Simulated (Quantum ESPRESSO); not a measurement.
# HfN (F-43m) in Quantum ESPRESSO: notebook

One crystal, HfN, is run at these levels: LDA; tasks: phonons.

Everything below comes from runs of Quantum ESPRESSO 7.5. Logs are shortened: lines on timing, memory, paths and dates and some standing lists are left out, and cuts for length are marked.

## Step 1: The structure

It takes space group F-43m (No. 216, cubic). The conventional cell has a = 4.910 Å, b = 4.910 Å, c = 4.910 Å, α = 90.00°, β = 90.00°, γ = 90.00°. Hf (site symmetry -43m) is surrounded by 4 N at 2.13 Å. Around N (site symmetry -43m) lie 4 Hf at 2.13 Å.

The cell comes from a database or a generator and needn't be the stable form of this composition.

## Step 2: Phonons, LDA, target pressure -3 GPa, at which the enthalpy is minimised

pw.in reads:

```
&CONTROL
  calculation = 'scf'
  prefix = 'pwscf'
  outdir = './tmp'
  pseudo_dir = './pseudo'
  tprnfor = .true.
  tstress = .true.
  disk_io = 'low'
/
&SYSTEM
  ibrav = 0
  nat = 2
  ntyp = 2
  ecutwfc = 45
  ecutrho = 360
  nbnd = 15
  occupations = 'smearing'
  smearing = 'mv'
  degauss = 0.01469973
/
&ELECTRONS
  conv_thr = 4d-10
  electron_maxstep = 120
  mixing_beta = 0.5
/
ATOMIC_SPECIES
Hf   178.4900 hf_lda_v1.uspp.F.UPF
N     14.0070 n_lda_v1.2.uspp.F.UPF
CELL_PARAMETERS bohr
   0.0000000000    4.6389412647    4.6389412647
   4.6389412647    0.0000000000    4.6389412647
   4.6389412647    4.6389412647    0.0000000000
ATOMIC_POSITIONS bohr
Hf     0.0000000000    0.0000000000    0.0000000000
N      2.3194706324    2.3194706324    2.3194706324
K_POINTS automatic
9 9 9 0 0 0
```

relax.in reads:

```
&CONTROL
  calculation = 'vc-relax'
  prefix = 'pwscf'
  outdir = './tmp'
  pseudo_dir = './pseudo'
  tprnfor = .true.
  tstress = .true.
  disk_io = 'low'
  nstep = 40
  forc_conv_thr = 0.0001
  etot_conv_thr = 1d-06
/
&SYSTEM
  ibrav = 0
  nat = 2
  ntyp = 2
  ecutwfc = 45
  ecutrho = 360
  nbnd = 15
  occupations = 'smearing'
  smearing = 'mv'
  degauss = 0.01469973
/
&ELECTRONS
  conv_thr = 4d-10
  electron_maxstep = 120
  mixing_beta = 0.5
/
&IONS
  ion_dynamics = 'bfgs'
/
&CELL
  cell_dynamics = 'bfgs'
  press = -30
  press_conv_thr = 0.2
/
ATOMIC_SPECIES
Hf   178.4900 hf_lda_v1.uspp.F.UPF
N     14.0070 n_lda_v1.2.uspp.F.UPF
CELL_PARAMETERS bohr
   0.0000000000    4.6389412647    4.6389412647
   4.6389412647    0.0000000000    4.6389412647
   4.6389412647    4.6389412647    0.0000000000
ATOMIC_POSITIONS bohr
Hf     0.0000000000    0.0000000000    0.0000000000
N      2.3194706324    2.3194706324    2.3194706324
K_POINTS automatic
9 9 9 0 0 0
```

scf2.in reads:

```
&CONTROL
  calculation = 'scf'
  prefix = 'pwscf'
  outdir = './tmp'
  pseudo_dir = './pseudo'
  tprnfor = .true.
  tstress = .true.
  disk_io = 'low'
/
&SYSTEM
  ibrav = 0
  nat = 2
  ntyp = 2
  ecutwfc = 45
  ecutrho = 360
  nbnd = 15
  occupations = 'smearing'
  smearing = 'mv'
  degauss = 0.01469973
/
&ELECTRONS
  conv_thr = 1d-13
  electron_maxstep = 120
  mixing_beta = 0.5
  startingpot = 'file'
  startingwfc = 'file'
/
ATOMIC_SPECIES
Hf   178.4900 hf_lda_v1.uspp.F.UPF
N     14.0070 n_lda_v1.2.uspp.F.UPF
CELL_PARAMETERS bohr
   0.0000000000    4.5858825582    4.5858825582
   4.5858825582    0.0000000000    4.5858825582
   4.5858825582    4.5858825582    0.0000000000
ATOMIC_POSITIONS bohr
Hf     0.0000000000    0.0000000000    0.0000000000
N      2.2929412791    2.2929412791    2.2929412791
K_POINTS automatic
9 9 9 0 0 0
```

ph.in reads:

```
phonons of HfN
&INPUTPH
  prefix = 'pwscf'
  outdir = './tmp'
  tr2_ph = 1d-18
  fildyn = 'dyn'
  niter_ph = 90
  alpha_mix(1) = 0.4
/
0.0000000000 0.0000000000 0.0000000000
```

dynmat.in reads:

```
&INPUT
  fildyn = 'dyn'
  asr = 'crystal'
  filout = 'dynmat.disp'
  fileig = 'dynmat.eig'
/
```

Potentials or basis: GBRV 1.5 LDA.

On the command line:

```
OMP_NUM_THREADS=1 pw.x -in pw.in > pw.out
OMP_NUM_THREADS=1 pw.x -in relax.in > relax.out
OMP_NUM_THREADS=1 pw.x -in scf2.in > scf2.out
OMP_NUM_THREADS=1 ph.x -in ph.in > ph.out
OMP_NUM_THREADS=1 dynmat.x -in dynmat.in > dynmat.out
```

pw.out:

```text
This program is part of the open-source Quantum ESPRESSO suite
     for quantum simulation of materials; please cite
[... 9 lines left out ...]
     --------------------
     sticks:   dense  smooth     PW     G-vecs:    dense   smooth      PW
     Sum        1069     535    163                23049     8099    1459

     Using Slab Decomposition

     bravais-lattice index     =            0
     lattice parameter (alat)  =       6.5605  a.u.
     unit-cell volume          =     199.6580 (a.u.)^3
     number of atoms/cell      =            2
     number of atomic types    =            2
     number of electrons       =        17.00
     number of Kohn-Sham states=           15
     kinetic-energy cutoff     =      45.0000  Ry
     charge density cutoff     =     360.0000  Ry
     scf convergence threshold =      4.0E-10
     mixing beta               =       0.5000
     number of iterations used =            8  plain     mixing
     Exchange-correlation= SLA  PZ   NOGX NOGC
                           (   1   1   0   0   0   0   0)

     celldm(1)=   6.560454  celldm(2)=   0.000000  celldm(3)=   0.000000
     celldm(4)=   0.000000  celldm(5)=   0.000000  celldm(6)=   0.000000

     crystal axes: (cart. coord. in units of alat)
               a(1) = (   0.000000   0.707107   0.707107 )
               a(2) = (   0.707107   0.000000   0.707107 )
               a(3) = (   0.707107   0.707107   0.000000 )

     reciprocal axes: (cart. coord. in units 2 pi/alat)
               b(1) = ( -0.707107  0.707107  0.707107 )
               b(2) = (  0.707107 -0.707107  0.707107 )
               b(3) = (  0.707107  0.707107 -0.707107 )

     PseudoPot. # 1 for Hf read from file:
     hf_lda_v1.uspp.F.UPF
     Pseudo is Ultrasoft + core correction, Zval = 12.0
     Generated by new atomic code, or converted to UPF format
     Using radial grid of  921 points,  8 beta functions with:
                l(1) =   0
                l(2) =   0
                l(3) =   0
                l(4) =   1
                l(5) =   1
                l(6) =   2
                l(7) =   2
                l(8) =   3
     Q(r) pseudized with  6 coefficients,  rinner =    1.200   1.200   1.200
                                                       1.200   1.200   1.200
                                                       1.200

     PseudoPot. # 2 for N  read from file:
     n_lda_v1.2.uspp.F.UPF
     Pseudo is Ultrasoft + core correction, Zval =  5.0
     Generated by new atomic code, or converted to UPF format
     Using radial grid of  729 points,  4 beta functions with:
                l(1) =   0
                l(2) =   0
                l(3) =   1
                l(4) =   1
     Q(r) pseudized with  8 coefficients,  rinner =    0.900   0.900   0.900

     atomic species   valence    mass     pseudopotential
     Hf               12.00   178.49000     Hf( 1.00)
     N                 5.00    14.00700     N ( 1.00)

     24 Sym. Ops. (no inversion) found

   Cartesian axes

     site n.     atom                  positions (alat units)
         1        Hf     tau(   1) = (   0.0000000   0.0000000   0.0000000  )
         2        N      tau(   2) = (   0.3535534   0.3535534   0.3535534  )

     number of k points=    35  Marzari-Vanderbilt smearing, width (Ry)=  0.0147
                       cart. coord. in units 2pi/alat
        k(    1) = (   0.0000000   0.0000000   0.0000000), wk =   0.0027435
        k(    2) = (   0.0785674   0.0785674  -0.0785674), wk =   0.0219479
        k(    3) = (   0.1571348   0.1571348  -0.1571348), wk =   0.0219479
        k(    4) = (   0.2357023   0.2357023  -0.2357023), wk =   0.0219479
        k(    5) = (   0.3142697   0.3142697  -0.3142697), wk =   0.0219479
        k(    6) = (   0.1571348   0.0000000  -0.0000000), wk =   0.0164609
[... 27 lines left out ...]
        k(   34) = (  -0.0000000  -0.4714045   0.6285394), wk =   0.0658436
        k(   35) = (  -0.0785674  -0.3928371   0.7071068), wk =   0.0658436

     Dense  grid:    23049 G-vectors     FFT dimensions: (  40,  40,  40)

     Smooth grid:     8099 G-vectors     FFT dimensions: (  30,  30,  30)

     Check: negative core charge=   -0.000001

     Initial potential from superposition of free atoms

     starting charge      15.0000, renormalised to      17.0000

     negative rho (up, down):  1.200E-01 0.000E+00
     Starting wfcs are   17 randomized atomic wfcs

     Self-consistent Calculation

     iteration #  1     ecut=    45.00 Ry     beta= 0.50
     Davidson diagonalization with overlap
     ethr =  1.00E-02,  avg # of iterations =  2.9

     negative rho (up, down):  1.109E-01 0.000E+00

     total energy              =    -178.70536868 Ry
     estimated scf accuracy    <       1.60140568 Ry

     iteration #  2     ecut=    45.00 Ry     beta= 0.50
     Davidson diagonalization with overlap
     ethr =  9.42E-03,  avg # of iterations =  2.0

     negative rho (up, down):  1.105E-01 0.000E+00

     total energy              =    -178.88543388 Ry
     estimated scf accuracy    <       0.36499226 Ry

     iteration #  3     ecut=    45.00 Ry     beta= 0.50
     Davidson diagonalization with overlap
     ethr =  2.15E-03,  avg # of iterations =  2.0

     negative rho (up, down):  1.111E-01 0.000E+00

     total energy              =    -178.95457745 Ry
     estimated scf accuracy    <       0.05524118 Ry

     iteration #  4     ecut=    45.00 Ry     beta= 0.50
     Davidson diagonalization with overlap
     ethr =  3.25E-04,  avg # of iterations =  2.0

     negative rho (up, down):  1.121E-01 0.000E+00

     total energy              =    -178.96522861 Ry
     estimated scf accuracy    <       0.00103461 Ry

     iteration #  5     ecut=    45.00 Ry     beta= 0.50
     Davidson diagonalization with overlap
     ethr =  6.09E-06,  avg # of iterations =  2.7

     negative rho (up, down):  1.121E-01 0.000E+00

     total energy              =    -178.96537030 Ry
     estimated scf accuracy    <       0.00020440 Ry
[... 10 lines left out ...]
     iteration #  7     ecut=    45.00 Ry     beta= 0.50
     Davidson diagonalization with overlap
     ethr =  5.77E-09,  avg # of iterations =  3.1

     negative rho (up, down):  1.120E-01 0.000E+00

     total energy              =    -178.96540302 Ry
     estimated scf accuracy    <       0.00000075 Ry

     iteration #  8     ecut=    45.00 Ry     beta= 0.50
     Davidson diagonalization with overlap
     ethr =  4.40E-09,  avg # of iterations =  2.0

     negative rho (up, down):  1.120E-01 0.000E+00

     total energy              =    -178.96540309 Ry
     estimated scf accuracy    <       0.00000004 Ry

     iteration #  9     ecut=    45.00 Ry     beta= 0.50
     Davidson diagonalization with overlap
     ethr =  2.56E-10,  avg # of iterations =  2.0

     negative rho (up, down):  1.120E-01 0.000E+00

     total energy              =    -178.96540309 Ry
     estimated scf accuracy    <          4.3E-09 Ry

     iteration # 10     ecut=    45.00 Ry     beta= 0.50
     Davidson diagonalization with overlap
     ethr =  2.55E-11,  avg # of iterations =  2.0

     negative rho (up, down):  1.120E-01 0.000E+00

     End of self-consistent calculation

          k = 0.0000 0.0000 0.0000 (   965 PWs)   bands (ev):

   -48.8253 -17.4102 -17.4102 -17.4102  -2.3408   8.1248   8.1248   8.1248
    12.9416  15.7270  15.7270  20.1283  20.1283  20.1283  26.8240

          k = 0.0786 0.0786-0.0786 (   995 PWs)   bands (ev):

   -48.8229 -17.4689 -17.4178 -17.4178  -2.1944   7.8745   8.2130   8.2130
    13.5741  15.5393  15.5393  19.8189  20.3907  20.3907  25.0467

          k = 0.1571 0.1571-0.1571 (  1001 PWs)   bands (ev):

   -48.8168 -17.6133 -17.4368 -17.4368  -1.8396   7.5494   8.4175   8.4175
    14.8242  15.3330  15.3330  19.2495  20.5627  20.5627  22.6555

          k = 0.2357 0.2357-0.2357 (  1008 PWs)   bands (ev):

   -48.8098 -17.7718 -17.4583 -17.4583  -1.4721   7.5720   8.6067   8.6067
    15.4689  15.5413  15.5413  18.5865  19.9505  19.9505  21.7121

          k = 0.3143 0.3143-0.3143 (  1026 PWs)   bands (ev):

   -48.8052 -17.8722 -17.4723 -17.4723  -1.2584   7.8219   8.6991   8.6991
    15.2104  16.0962  16.0962  17.8870  18.9943  18.9943  22.6518

          k = 0.1571 0.0000-0.0000 (  1002 PWs)   bands (ev):

   -48.8221 -17.4700 -17.4295 -17.4295  -2.1453   7.7178   8.2912   8.2912
    13.7676  15.0510  15.8993  20.2011  20.2011  20.2630  25.6081

          k = 0.2357 0.0786-0.0786 (  1008 PWs)   bands (ev):

   -48.8172 -17.5774 -17.4516 -17.4457  -1.8591   7.4152   8.4660   8.5058
    14.3968  14.9847  15.9555  19.5888  20.2527  20.6935  23.6699

          k = 0.3143 0.1571-0.1571 (  1014 PWs)   bands (ev):

   -48.8105 -17.7244 -17.4737 -17.4710  -1.4959   7.3978   8.6097   8.7240
    14.4285  15.7084  16.0997  18.9578  19.7612  20.6151  22.1734

          k = 0.3928 0.2357-0.2357 (  1015 PWs)   bands (ev):

   -48.8051 -17.8375 -17.4980 -17.4856  -1.2349   7.7147   8.6437   8.8366
    14.6764  15.5948  16.3747  18.6029  18.9503  19.9472  22.5159

          k =-0.2357-0.3928 0.3928 (  1011 PWs)   bands (ev):
[... 79 lines left out ...]
          k = 0.3143 0.1571-0.0000 (  1019 PWs)   bands (ev):

   -48.8120 -17.6646 -17.5026 -17.4589  -1.5683   7.2611   8.6545   8.7291
    14.0406  15.7383  16.1765  19.1005  20.0822  20.7234  23.2176

          k = 0.3928 0.2357-0.0786 (  1016 PWs)   bands (ev):

   -48.8061 -17.7658 -17.5478 -17.4813  -1.2614   7.4601   8.6417   8.9809
    14.0803  15.5309  16.4249  19.1086  19.6821  20.4935  22.7083

          k =-0.2357-0.3928 0.5500 (  1025 PWs)   bands (ev):

   -48.8023 -17.8325 -17.5708 -17.5003  -1.0787   7.9144   8.4632   9.1344
    13.8970  15.3689  16.4325  19.1111  19.5493  20.0721  23.1534

          k = 0.4714 0.1571-0.0000 (  1026 PWs)   bands (ev):

   -48.8038 -17.7783 -17.5610 -17.5207  -1.1349   7.0433   9.0479   9.3814
    13.1251  15.8998  16.9082  19.2538  19.6475  20.2940  23.9748

          k =-0.1571-0.4714 0.6285 (  1022 PWs)   bands (ev):

   -48.8002 -17.8102 -17.6139 -17.5372  -0.9616   7.4332   8.8644   9.6076
    12.9934  15.2419  16.8506  19.0302  19.7931  21.2307  23.8813

          k =-0.0786-0.3928 0.5500 (  1020 PWs)   bands (ev):

   -48.7994 -17.8011 -17.6525 -17.5314  -0.9234   7.9440   8.4674   9.5890
    12.8678  15.2385  16.5301  19.2803  19.8144  21.5726  23.7248

          k = 0.0000-0.3143 0.4714 (  1019 PWs)   bands (ev):

   -48.8017 -17.7840 -17.6288 -17.5069  -1.0363   7.8651   8.3867   9.3323
    13.5620  14.9955  16.5980  19.4065  20.0896  20.6885  23.2345

          k =-0.0786-0.5500 0.7071 (  1017 PWs)   bands (ev):

   -48.7984 -17.8437 -17.5979 -17.5671  -0.8770   6.9855   9.4686   9.9207
    12.5140  15.3751  17.1687  18.5160  19.2463  22.4995  25.0146

          k =-0.0000-0.4714 0.6285 (  1018 PWs)   bands (ev):

   -48.7979 -17.8166 -17.6485 -17.5609  -0.8480   7.4125   9.0784   9.9162
    12.3753  15.2083  16.8281  18.7710  19.7277  23.2303  24.1064

          k =-0.0786-0.3928 0.7071 (  1022 PWs)   bands (ev):

   -48.7982 -17.7943 -17.6608 -17.5647  -0.8577   7.8308   8.5255   9.9353
    12.4703  14.9685  16.9997  18.7834  20.0034  22.7577  24.2295

     the Fermi energy is    13.5935 ev

!    total energy              =    -178.96540309 Ry
     estimated scf accuracy    <          2.9E-11 Ry
     smearing contrib. (-TS)   =      -0.00006193 Ry
     internal energy E=F+TS    =    -178.96534116 Ry

     The total energy is F=E-TS. E is the sum of the following terms:
     one-electron contribution =     -24.14207727 Ry
     hartree contribution      =      19.72743336 Ry
     xc contribution           =     -80.66354098 Ry
     ewald contribution        =     -93.88715627 Ry

     convergence has been achieved in  10 iterations

     negative rho (up, down):  1.120E-01 0.000E+00

     Forces acting on atoms (cartesian axes, Ry/au):

     atom    1 type  1   force =     0.00000000    0.00000000    0.00000000
     atom    2 type  2   force =     0.00000000    0.00000000    0.00000000

     Total force =     0.000000     Total SCF correction =     0.000000

     Computing stress (Cartesian axis) and pressure

     negative rho (up, down):  1.120E-01 0.000E+00
          total   stress  (Ry/bohr**3)                   (kbar)     P=      -96.41
  -0.00065535   0.00000000   0.00000000          -96.41        0.00        0.00
   0.00000000  -0.00065535   0.00000000            0.00      -96.41        0.00
   0.00000000   0.00000000  -0.00065535            0.00        0.00      -96.41

=------------------------------------------------------------------------------=
   JOB DONE.
=------------------------------------------------------------------------------=
```

Run time: 89 s. Hardware: 1 thread of AMD EPYC 9R45 (Zen 5), shared host; peak memory 0.21 GiB.

What came out:

| Property | Result |
| --- | --- |
| Free energy | -2434.9867 eV |
| Relaxed volume | 14.29 Å³/atom |
| Relaxed cell | a = 3.432 Å, b = 3.432 Å, c = 3.432 Å, α = 60.00°, β = 60.00°, γ = 60.00° |
| Space group after relaxing (to 0.05 Å) | F-43m (No. 216) |
| Pressure after relaxing | -3.0 GPa |
| Band gap on the k mesh | none (metal or under the smearing width) |
| Highest phonon frequency at Γ | 516 cm⁻¹ |

Step by step:
```csv
step,energy change (eV),largest force (eV/Å),pressure (GPa),volume (Å³)
1,0.0000,0.0000,-9.64,29.59
2,-0.0397,0.0000,-3.09,28.60
3,-0.0400,0.0000,-3.00,28.58
```

Final structure:
```cif
data_structure
_symmetry_space_group_name_H-M 'P 1'
_symmetry_Int_Tables_number 1
_cell_length_a 3.4319
_cell_length_b 3.4319
_cell_length_c 3.4319
_cell_angle_alpha 60.000
_cell_angle_beta 60.000
_cell_angle_gamma 60.000
_cell_volume 28.58
loop_
_atom_site_label
_atom_site_type_symbol
_atom_site_fract_x
_atom_site_fract_y
_atom_site_fract_z
_atom_site_occupancy
Hf1 Hf 0.00000 0.00000 0.00000 1
N1 N 0.25000 0.25000 0.25000 1
```

Levels at points of the mesh, in eV from the Fermi level:
```tsv
k point	band 5	band 6	band 7	band 8	band 9	band 10	band 11	band 12
(0.00, 0.00, 0.00)	-16.11	-5.64	-5.64	-5.64	-0.57	2.21	2.21	6.75
```

Phonon frequencies in cm⁻¹ (negative: imaginary):
| q point | frequencies |
| --- | --- |
| (0.000, 0.000, 0.000) | -7 -7 -7 516 516 516 |

Optical modes at Γ, degenerate ones joined:
```
cm⁻¹  components  symmetry     active in
 516           3        T2  IR and Raman
```

Caveat: the cell is more than 3 GPa from zero pressure, which shifts response properties. The run has no spin-orbit coupling, so splittings on Hf are missing.

(Part 1 of 4 ends here.)
